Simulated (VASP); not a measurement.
Wanted: the native input for a VASP 6.6.1 run.

```yaml
Task: single point
Functional: PBEsol
Potentials_or_basis: VASP PAW PBE potentials, release 64 (Sn_d, Te)
Cutoff: 700 eV
k_mesh: 12 × 12 × 12
Occupations: gaussian, width 0.1 eV
Spin: no spin polarisation
Further_INCAR_settings: ALGO = Normal; EDIFF = 1e-06; NBANDS = 17
```

The structure of SnTe lies in POSCAR:

```
SnTe
1.0
    0.0000000000      3.1449300000      3.1449300000
    3.1449300000      0.0000000000      3.1449300000
    3.1449300000      3.1449300000      0.0000000000
Sn Te
1 1
Direct
    0.0000000000      0.0000000000      0.0000000000
    0.5000000000      0.5000000000      0.5000000000
```

The cell is a database's computed one.

The input as run:

INCAR

```
PREC = Accurate
ENCUT = 700
EDIFF = 1E-6
ISMEAR = 0
SIGMA = 0.1
LREAL = F
LASPH = T
NELM = 100
ALGO = Normal
ISIF = 2
LWAVE = F
LCHARG = T
GGA = PS
LELF = T
LVHAR = T
NBANDS = 17
```

KPOINTS

```
Automatic mesh
0
Gamma
  12 12 12
```

Potentials or basis: VASP PAW PBE potentials, release 64 (Sn_d, Te).

Launch:

```sh
$ cat potpaw_PBE.64/Sn_d/POTCAR potpaw_PBE.64/Te/POTCAR > POTCAR
$ mpirun -np 1 vasp_std > vasp.out
```

Results of the run:

```
Pressure               : 0.0 GPa
Band gap on the k mesh : 0.16 eV, direct
```

Caveat: the PAW data sets were made with another functional, which shifts forces and pressure a little; spin-orbit coupling is left out, which moves the levels of the heavy elements.

Run time: 54 s on 1 thread of AMD EPYC 9R45 96-Core Processor (Zen 5), with other jobs on the host, peak memory 0.29 GiB.
